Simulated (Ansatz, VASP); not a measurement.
**One calculation of LiCl, two programs**

```
CELL_PARAMETERS angstrom
0.00000 2.46458 2.46458
2.46458 0.00000 2.46458
2.46458 2.46458 0.00000
ATOMIC_POSITIONS crystal
Li 0.00000 0.00000 0.00000
Cl 0.50000 0.50000 0.50000
```

Alike in both runs: task single point; functional PBE; k mesh 8 × 8 × 8; occupations gaussian, width 0.02 eV; no spin polarisation.

|  | VASP | Ansatz |
| --- | --- | --- |
| version | VASP 6.6.1 | Ansatz 0.2.0 |
| potentials or method | VASP PAW PBE potentials, release 64 (Li_sv, Cl) | scalar-relativistic, plane waves, PAW |
| plane-wave cutoff (eV) | 520 | 420 |
| valence electrons in the cell | 10 | 10 |

```tsv
	VASP	Ansatz	Ansatz less VASP
gap on the k mesh at the Fermi level (eV)	6.87	6.85	-0.021
least direct gap on the mesh (eV)	7.09	7.08	-0.015
```

With one functional, cell and mesh, what is left measures potentials, basis and numerics.

 A k mesh can miss the band edges.
